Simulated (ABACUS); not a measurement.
# InAs (Fm-3m) in ABACUS: notebook

Runs on InAs. Level: PBE. Tasks: single point, relaxation of cell and atoms.

Program: ABACUS 3.10.1. These are calculated values, not measurements. Logs are shortened: lines on timing, memory, paths and dates and some standing lists are left out, and cuts for length are marked.

## Step 1: The crystal as given

The structure is cubic, space group Fm-3m (No. 225). Conventional cell: a = 5.755 Å, b = 5.755 Å, c = 5.755 Å, α = 90.00°, β = 90.00°, γ = 90.00°. In (site symmetry m-3m) is surrounded by 6 As at 2.88 Å. As (site symmetry m-3m) has 6 In at 2.88 Å as nearest neighbours.

Measurements of this composition are mostly on another form, of space group No. 216.

## Step 2: Single point, PBE

run_abacus.py

```python
"""ABACUS run from a structure file: ASE reads it, the script writes STRU, KPT and INPUT."""
import re
import subprocess
from ase.io import read
from ase.units import Bohr

atoms = read("InAs.xyz")
atoms = atoms[(-atoms.numbers).argsort(kind="stable")]  # ABACUS lists atoms element by element
pseudo = {'In': 'In.upf', 'As': 'As.upf'}
orbital = {'In': 'In_confined-atom_8au_3s3p2d.orb', 'As': 'As_confined-atom_7au_3s3p2d.orb'}
magmoms = None
kmesh = [7, 7, 7]
params = {
    'suffix': 'InAs',
    'calculation': 'scf',
    'basis_type': 'lcao',
    'pseudo_dir': './',
    'orbital_dir': './',
    'symmetry': 1,
    'dft_functional': 'pbe',
    'ecutwfc': 105,
    'pseudo_rcut': 10,
    'nspin': 1,
    'nbands': 33,
    'ks_solver': 'genelpa',
    'smearing_method': 'fd',
    'smearing_sigma': 0.00367493,
    'scf_thr': 1e-07,
    'scf_nmax': 100,
    'mixing_type': 'broyden',
    'mixing_beta': 0.7,
    'cal_force': 1,
    'cal_stress': 1,
    'out_mul': 1,
    'out_chg': 1,
    'out_pot': 2,
    'out_elf': 1,
}

symbols = atoms.get_chemical_symbols()
elements = list(dict.fromkeys(symbols))
lines = ["ATOMIC_SPECIES"] + [f"{e} {atoms.get_masses()[symbols.index(e)]:.4f} {pseudo[e]}" for e in elements]
if orbital:
    lines += ["", "NUMERICAL_ORBITAL"] + [orbital[e] for e in elements]
lines += ["", "LATTICE_CONSTANT", f"{1 / Bohr:.10f}", "", "LATTICE_VECTORS"]
lines += [" ".join(f"{x:.10f}" for x in v) for v in atoms.cell]
lines += ["", "ATOMIC_POSITIONS", "Direct"]
for e in elements:
    lines += ["", e, "0.0", str(symbols.count(e))]
    for i, p in enumerate(atoms.get_scaled_positions(wrap=False)):
        if symbols[i] == e:
            mag = "" if magmoms is None else " mag " + " ".join(str(x) for x in (magmoms[i] if isinstance(magmoms[i], list) else [magmoms[i]]))
            lines.append(" ".join(f"{x:.10f}" for x in p) + " 1 1 1" + mag)
open("STRU", "w").write("\n".join(lines) + "\n")
open("KPT", "w").write("K_POINTS\n0\nGamma\n%d %d %d 0 0 0\n" % tuple(kmesh))
open("INPUT", "w").write("INPUT_PARAMETERS\n" + "".join(f"{k:<20s}{v}\n" for k, v in params.items()))

done = subprocess.run(['mpirun', '-np', '4', 'abacus'])
if done.returncode:
    raise SystemExit(done.returncode)
log = open("OUT.InAs/running_scf.log").read()
print("final energy (eV):", re.findall(r"FINAL_ETOT_IS (\S+)", log))
```

InAs.xyz

```xyz
2
Lattice="0.0000000000 2.8773040000 2.8773040000 2.8773040000 0.0000000000 2.8773040000 2.8773040000 2.8773040000 0.0000000000" Properties=species:S:1:pos:R:3 pbc="T T T"
In     2.8773040000      2.8773040000      2.8773040000
As     0.0000000000      0.0000000000      0.0000000000
```

Potentials or basis: PseudoDojo NC SR 0.5 PBE stringent, DZP LCAO (the cutoffs set its grid).

Run with:

```console
OMP_NUM_THREADS=1 python run_abacus.py > log
```

running log:

```text
ABACUS v3.10.1

               Atomic-orbital Based Ab-initio Computation at UStc

 ------------------------------------------------------------------------------------

 READING GENERAL INFORMATION
                           global_out_dir = OUT.InAs/
                           global_in_card = INPUT
                               pseudo_dir = ./
[... 8 lines left out ...]

 READING ATOM TYPE 1
                               atom label = In
                      L=0, number of zeta = 3
                      L=1, number of zeta = 3
                      L=2, number of zeta = 2
             number of atom for this type = 1

 READING ATOM TYPE 2
                               atom label = As
                      L=0, number of zeta = 3
                      L=1, number of zeta = 3
                      L=2, number of zeta = 2
             number of atom for this type = 1

                        TOTAL ATOM NUMBER = 2
DIRECT COORDINATES
    atom                   x                   y                   z     mag                  vx                  vy                  vz
taud_In1            0.5000000000        0.5000000000        0.5000000000  0.0000        0.0000000000        0.0000000000        0.0000000000
taud_As1            0.0000000000        0.0000000000        0.0000000000  0.0000        0.0000000000        0.0000000000        0.0000000000

                          Volume (Bohr^3) = 321.502
                             Volume (A^3) = 47.6416

 Lattice vectors: (Cartesian coordinate: in unit of a_0)
                   +0             +2.8773             +2.8773
              +2.8773                  +0             +2.8773
              +2.8773             +2.8773                  +0
 Reciprocal vectors: (Cartesian coordinate: in unit of 2 pi/a_0)
            -0.173774           +0.173774           +0.173774
            +0.173774           -0.173774           +0.173774
            +0.173774           +0.173774           -0.173774
 The esolver type has been set to : ksdft_lcao

                PAO radial cut off (Bohr) = 10

 Read in pseudopotential file is In.upf
                     pseudopotential type = NC
          exchange-correlation functional = PBE
                 nonlocal core correction = 1
                        valence electrons = 21
                                     lmax = 2
                           number of zeta = 5
                     number of projectors = 6
                           L of projector = 0
[... 5 lines left out ...]
                PAO radial cut off (Bohr) = 10

 Read in pseudopotential file is As.upf
                     pseudopotential type = NC
          exchange-correlation functional = PBE
                 nonlocal core correction = 1
                        valence electrons = 23
                                     lmax = 2
                           number of zeta = 5
                     number of projectors = 6
[... 165 lines left out ...]
              searching radius is (Bohr)) = 19.5
         searching radius unit is (Bohr)) = 1.89
                         PeriodicBoundary = 1
                        Radius(unit:lat0) = 10.3
                                   glayer = [ 5, 5, 5 ]
                             glayer_minus = [ 4, 4, 4 ]

Find the coordinate range of the input atom(unit:lat0).
                                  min_tau = [ -23, -23, -23 ]
                                  max_tau = [ 25.9, 25.9, 25.9 ]
                                BoxNumber = [ 9, 9, 9 ]

 SETUP EXTENDED REAL SPACE GRID FOR GRID INTEGRATION
                          real space grid = [ 54, 54, 54 ]
                 big cell numbers in grid = [ 27, 27, 27 ]
             meshcell numbers in big cell = [ 2, 2, 2 ]
                        extended fft grid = [ 35, 35, 35 ]
                dimension of extened grid = [ 98, 98, 98 ]
                            UnitCellTotal = 125
              Atom number in sub-FFT-grid = 2
    Local orbitals number in sub-FFT-grid = 44
                                ParaV.nnr = 29282
                                 init_chg = atomic

 LCAO ALGORITHM --------------- ION=   1  ELEC=   1--------------------------------

 Density error is 0.0212254924199
----------------------------------------------------------
     Energy           Rydberg                 eV
----------------------------------------------------------
 E_KohnSham     -1009.3834283370     -13733.3660921573
 E_Harris       -1010.0284228742     -13742.1416930423
 E_Fermi        0.8576443718         11.6688503142
----------------------------------------------------------
[... 69 lines left out ...]
 Density error is 6.17373145015e-08
----------------------------------------------------------
     Energy           Rydberg                 eV
----------------------------------------------------------
 E_KohnSham     -1009.3961305006     -13733.5389139603
 E_KS(sigma->0) -1009.3958814566     -13733.5355255423
 E_Harris       -1009.3961336104     -13733.5389562710
 E_band         -134.2734864615      -1826.8845062027
 E_one_elec     -760.7970959005      -10351.1755260993
 E_Hartree      368.5793816249       5014.7797554154
 E_xc           -111.4138948807      -1515.8638067508
 E_Ewald        -505.7640232563      -6881.2725596896
 E_entropy(-TS) -0.0004980881        -0.0067768360
 E_descf        0.0000000000         0.0000000000
 E_exx          0.0000000000         0.0000000000
 E_Fermi        0.8749401324         11.9041712100
----------------------------------------------------------

 charge density convergence is achieved
 final etot is -13733.538914 eV
 EFERMI = 11.90417121 eV
The vacuum level is 9.4379585699 eV

 STATE ENERGY(eV) AND OCCUPATIONS    NSPIN == 1
 1/20 kpoint (Cartesian) = 0.0000 0.0000 0.0000 (1458 pws)
       1       -173.022     0.00583090
       2       -116.394     0.00583090
       3       -116.394     0.00583090
       4       -116.394     0.00583090
       5       -103.589     0.00583090
       6       -62.0535     0.00583090
[... 200 lines left out ...]
      32        29.5812        0.00000
      33        31.4425        0.00000

[... levels at 14 further k points ...]

 correction force for each atom along direction 1 is -3.19434e-13
 correction force for each atom along direction 2 is 3.76595e-14
 correction force for each atom along direction 3 is -7.51833e-13
------------------------------------------------------------------------------------------
 TOTAL-FORCE (eV/Angstrom)
------------------------------------------------------------------------------------------
                       In1         0.0000000000         0.0000000000         0.0000000000
                       As1         0.0000000000         0.0000000000         0.0000000000
------------------------------------------------------------------------------------------

----------------------------------------------------------------
 TOTAL-STRESS (KBAR)
----------------------------------------------------------------
         7.3958603338        -0.0000000000         0.0000000000
         0.0000000000         7.3958603338        -0.0000000000
         0.0000000000        -0.0000000000         7.3958603338
----------------------------------------------------------------
 TOTAL-PRESSURE: 7.395860 KBAR

 --------------------------------------------
 !FINAL_ETOT_IS -13733.5389139602684736 eV
 --------------------------------------------
```

INPUT:

```text
INPUT_PARAMETERS
suffix              InAs
calculation         scf
basis_type          lcao
pseudo_dir          ./
orbital_dir         ./
symmetry            1
dft_functional      pbe
ecutwfc             105
pseudo_rcut         10
nspin               1
nbands              33
ks_solver           genelpa
smearing_method     fd
smearing_sigma      0.00367493
scf_thr             1e-07
scf_nmax            100
mixing_type         broyden
mixing_beta         0.7
cal_force           1
cal_stress          1
out_mul             1
out_chg             1
out_pot             2
out_elf             1
```

It took 12 s on 4 MPI ranks of AMD EPYC 7R13 (Zen 3), shared host; peak memory 0.48 GiB.

Results:

```yaml
Free_energy: -13733.5389 eV
Pressure: 0.7 GPa
Band_gap_on_the_k_mesh: none (metal or under the smearing width)
Mulliken_charges: In -0.09; As +0.09 e
```

Caveat: the atomic orbitals were generated for these runs and aren't a published set; Mulliken charges move with the basis; the basis of atomic orbitals isn't converged, which shifts pressures, moduli and gaps.

## Step 3: Relaxation of cell and atoms, PBE

run_abacus.py

```python
"""Relaxation by an ASE optimiser with ABACUS as a small file-based calculator."""
import re
import subprocess
import numpy as np
from ase.calculators.calculator import Calculator, all_changes
from ase.filters import FrechetCellFilter
from ase.io import read
from ase.optimize import LBFGS
from ase.stress import full_3x3_to_voigt_6_stress
from ase.units import Bohr, GPa

atoms = read("InAs.xyz")
atoms = atoms[(-atoms.numbers).argsort(kind="stable")]  # ABACUS lists atoms element by element
pseudo = {'In': 'In.upf', 'As': 'As.upf'}
orbital = {'In': 'In_confined-atom_8au_3s3p2d.orb', 'As': 'As_confined-atom_7au_3s3p2d.orb'}
magmoms = None
kmesh = [7, 7, 7]
params = {
    'suffix': 'InAs',
    'calculation': 'scf',
    'basis_type': 'lcao',
    'pseudo_dir': './',
    'orbital_dir': './',
    'symmetry': 1,
    'dft_functional': 'pbe',
    'ecutwfc': 105,
    'pseudo_rcut': 10,
    'nspin': 1,
    'nbands': 27,
    'ks_solver': 'genelpa',
    'smearing_method': 'fd',
    'smearing_sigma': 0.00367493,
    'scf_thr': 1e-07,
    'scf_nmax': 100,
    'mixing_type': 'broyden',
    'mixing_beta': 0.7,
    'cal_force': 1,
    'cal_stress': 1,
    'out_mul': 1,
}

def write_input(atoms):
    symbols = atoms.get_chemical_symbols()
    elements = list(dict.fromkeys(symbols))
    lines = ["ATOMIC_SPECIES"] + [f"{e} {atoms.get_masses()[symbols.index(e)]:.4f} {pseudo[e]}" for e in elements]
    if orbital:
        lines += ["", "NUMERICAL_ORBITAL"] + [orbital[e] for e in elements]
    lines += ["", "LATTICE_CONSTANT", f"{1 / Bohr:.10f}", "", "LATTICE_VECTORS"]
    lines += [" ".join(f"{x:.10f}" for x in v) for v in atoms.cell]
    lines += ["", "ATOMIC_POSITIONS", "Direct"]
    for e in elements:
        lines += ["", e, "0.0", str(symbols.count(e))]
        for i, p in enumerate(atoms.get_scaled_positions(wrap=False)):
            if symbols[i] == e:
                mag = "" if magmoms is None else " mag " + " ".join(str(x) for x in (magmoms[i] if isinstance(magmoms[i], list) else [magmoms[i]]))
                lines.append(" ".join(f"{x:.10f}" for x in p) + " 1 1 1" + mag)
    open("STRU", "w").write("\n".join(lines) + "\n")
    open("KPT", "w").write("K_POINTS\n0\nGamma\n%d %d %d 0 0 0\n" % tuple(kmesh))
    open("INPUT", "w").write("INPUT_PARAMETERS\n" + "".join(f"{k:<20s}{v}\n" for k, v in params.items()))

class Abacus(Calculator):
    implemented_properties = ["energy", "free_energy", "forces", "stress"]

    def calculate(self, atoms=None, properties=("energy",), system_changes=all_changes):
        super().calculate(atoms, properties, system_changes)
        write_input(self.atoms)
        subprocess.run(['mpirun', '-np', '4', 'abacus'], check=True)
        log = open("OUT.InAs/running_scf.log").read()
        if "charge density convergence is achieved" not in log:
            raise RuntimeError("SCF not converged")
        rows = lambda title, n: np.array([l.split()[-3:] for l in log.split(title)[-1].split("\n")[2:2 + n]], float)
        energy = float(re.findall(r"FINAL_ETOT_IS (\S+)", log)[-1])
        stress = -rows("TOTAL-STRESS", 3) / 10 * GPa  # ABACUS prints kbar, compression positive
        self.results = dict(energy=energy, free_energy=energy, forces=rows("TOTAL-FORCE", len(self.atoms)), stress=full_3x3_to_voigt_6_stress(stress))

atoms.calc = Abacus()
opt = LBFGS(FrechetCellFilter(atoms), logfile="opt.log", trajectory="relax.traj")
print("optimiser converged:", opt.run(fmax=0.01, steps=60))
```

InAs.xyz is that of step 2.

Potentials or basis: PseudoDojo NC SR 0.5 PBE stringent, DZP LCAO (the cutoffs set its grid).

Run with:

```console
OMP_NUM_THREADS=1 python run_abacus.py > log
```

It took 23 s on 4 MPI ranks of AMD EPYC 7R13 (Zen 3), shared host; peak memory 0.48 GiB.

Results (log left out):

| Property | Result |
| --- | --- |
| Free energy | -13733.5397 eV |
| Relaxed volume | 24.10 Å³/atom |
| Relaxed cell | a = 4.085 Å, b = 4.085 Å, c = 4.085 Å, α = 60.00°, β = 60.00°, γ = 60.00° |
| Space group after relaxing (to 0.05 Å) | Fm-3m (No. 225) |
| Energy gained by relaxing | 0.4 meV/atom |
| Ionic steps | 3 |
| Pressure after relaxing | 0.0 GPa |
| Band gap on the k mesh | none (metal or under the smearing width) |
| Mulliken charges | In -0.07; As +0.07 e |

The path:
| step | energy change (eV) | largest force (eV/Å) | pressure (GPa) | volume (Å³) |
| --- | --- | --- | --- | --- |
| 1 | 0.0000 | 0.0000 | 0.74 | 47.64 |
| 2 | -0.0003 | 0.0000 | 0.59 | 47.75 |
| 3 | -0.0008 | 0.0000 | 0.03 | 48.20 |

Final structure:
```yaml
crystal:
  lattice:
    - [0.00000, 2.88858, 2.88858]
    - [2.88858, 0.00000, 2.88858]
    - [2.88858, 2.88858, 0.00000]
  atoms:
    - { symbol: In, position: [0.50000, 0.50000, 0.50000] }
    - { symbol: As, position: [0.00000, 0.00000, 0.00000] }
```

Levels at points of the mesh, in eV from the Fermi level:
```
           k point  band 20  band 21  band 22  band 23  band 24  band 25
(0.00, 0.00, 0.00)    -0.86    -0.22    -0.22    -0.22     7.12     7.12
```

Caveat: the atomic orbitals were generated for these runs and aren't a published set; Mulliken charges move with the basis; the basis of atomic orbitals isn't converged, which shifts pressures, moduli and gaps.
